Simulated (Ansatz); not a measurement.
Given:

Starting cell, CaF2 (fluorite):

```yaml
crystal:
  lattice:
    - [0.00000, 2.71957, 2.71957]
    - [2.71957, 0.00000, 2.71957]
    - [2.71957, 2.71957, 0.00000]
  atoms:
    - { symbol: Ca, position: [0.00000, 0.00000, 0.00000] }
    - { symbol: F, position: [0.25000, 0.25000, 0.25000] }
    - { symbol: F, position: [0.75000, 0.75000, 0.75000] }
```

Scan: atom 3 (F, nearest neighbour Ca at 2.355 Å; its periodic images, 3.8 Å or more away, move with it) is displaced along Cartesian [111], direction (0.577, 0.577, 0.577) in Cartesian axes, by s. The other atoms stay.

Method: r2SCAN (plane waves to 500 eV, PAW, scalar-relativistic; Ansatz, an electronic-structure program). k mesh 9×9×9 (Γ-centred), Fermi-Dirac smearing 0.05 eV. The energy includes the smearing's −TS. CaF2 was relaxed with its symmetry unable to fall. The zero of ΔE is the undisplaced structure.

The scan covers s from -0.240 to 0.240 Å in 11 points.

Q: Is the energy the same for displacements of ±0.240 Å, and if not, which side lies higher?

A: Not even: the positive side lies higher at ±0.240 Å. With its periodic images moving along, the atom's site symmetry in this cell is -43m.

Q: What is the energy change at s = 0.240 Å?

A: 182.6 meV/cell.

Q: What force acts on the atom along the line at s = -0.240 Å?

A: 0.895 eV/Å.

Q: What is the force constant k = d²E/ds² of this move at s = 0?

A: 4.99 eV/Å².

(A displaced cell: forces are minus the slopes of the energy, force constants its curvatures, and phonons follow from these.)
